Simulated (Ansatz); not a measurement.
# Epitaxial strain in MoS₂: moduli and critical thickness

Computed with DFT PBEsol, scalar-relativistic, plane waves, PAW (Ansatz 0.2.0). (420 eV cutoff, 12×12×2 k-mesh, Gaussian smearing of 0.02 eV, no spin polarisation)

Reference structure (relaxed):

```
CELL_PARAMETERS angstrom
3.14307 0.00000 0.00000
-1.57153 2.72198 0.00000
0.00000 0.00000 18.85518
ATOMIC_POSITIONS crystal
Mo 0.00000 0.00000 0.00023
Mo 0.66667 0.33333 0.33357
Mo 0.33333 0.66667 0.66690
S 0.33333 0.66667 0.25092
S 0.66667 0.33333 0.08285
S 0.00000 0.00000 0.58425
S 0.33333 0.66667 0.41618
S 0.66667 0.33333 0.91758
S 0.00000 0.00000 0.74952
```

The a-b plane is strained alike in both directions, as on a substrate, while c and the atoms relax within the symmetry that the strain leaves. Stress is positive in compression; energies are free energies at the smearing used, per atom.

```tsv
strain (%)	c (Å)	σ in plane (GPa)	ΔE (meV/atom)
-3.0	19.2960	9.06	29.28
-2.0	19.1417	5.85	12.75
-1.0	18.9909	2.83	3.13
+0.0	18.8552	0.00	0.00
+1.0	18.7179	-2.65	3.00
+2.0	18.5734	-5.15	11.79
+3.0	18.4378	-7.49	26.04
```

Task: Get the biaxial modulus twice, from the stresses and from the energies of the innermost pair.

Result: From stress: M = −Δσ/Δε = (2.83 − (-2.65)) / 0.020 = 274 GPa. Two in-plane directions each store σε/2, so the energy density is Mε²: M = (mean ΔE)/(V ε²) = 3.07 meV / (17.924 Å³ × 0.010²) × 0.16022 GPa Å³/meV = 274 GPa. The two agree.

Task: How well does Mε², with M from the stresses, predict the outermost points?

Result: 27.6 meV predicted against 29.3 computed at -3.0 %; 27.6 meV predicted against 26.0 computed at +3.0 %. Compression costs more than stretching, the usual sign of bonds that stiffen as they shorten.

Task: How does c respond, and up to what thickness can a film with 1 % or 2 % misfit stay coherent on a thick substrate?

Result: c answers with ε_c = −0.72 ε. In an isotropic solid that ratio is 2ν/(1 − ν), so ν = r/(2 + r) = 0.27. A film of thickness h stores Mε²h per area, 27.4 mJ/m² per nm at 1 %. The Matthews–Blakeslee balance for pure edge misfit dislocations, h = b/(8πf(1 + ν)) × (ln(h/b) + 1), with b taken as the in-plane vector a = 3.14 Å, solved by iteration, gives 3.3 nm at f = 1 % and 1.1 nm at 2 %. This is an isotropic estimate in which the moduli cancel; the real Burgers vector, glide system, anisotropy and slow kinetics can shift it by a factor of a few, mostly upward.